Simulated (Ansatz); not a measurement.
Crystal: HgTe (Coloradoite).

```
Hg Te
1.0
     0.00000    3.21450    3.21450
     3.21450    0.00000    3.21450
     3.21450    3.21450    0.00000
Hg Te
1 1
Direct
  0.00000 0.00000 0.00000
  0.75000 0.75000 0.75000
```

Base run:

```yaml
Program: Ansatz 0.2.0
Functional: PBE
Potentials_or_basis: Ansatz PAW
Cutoff: 420 eV
Density_cutoff: 1680 eV
k_mesh: 7 × 7 × 7
Occupations: fermi-dirac, width 0.05 eV
Spin: no spin polarisation
```

Its results: band gap on the k mesh none (metal or under the smearing width); pressure 4.6 GPa.

Problem. The run is repeated on the same cell with these changes: functional from PBE to SVWN5. What comes out?

Solution. Band gap on the k mesh none (metal or under the smearing width); pressure 0.1 GPa.

SVWN5 binds more tightly than PBE, so the same cell stands under less pressure.

Caveats: the PAW data sets come from PBE, with cores solved anew for the run's functional, which leaves a small shift of forces and pressure (some runs).

Not every run made on this cell is shown here.
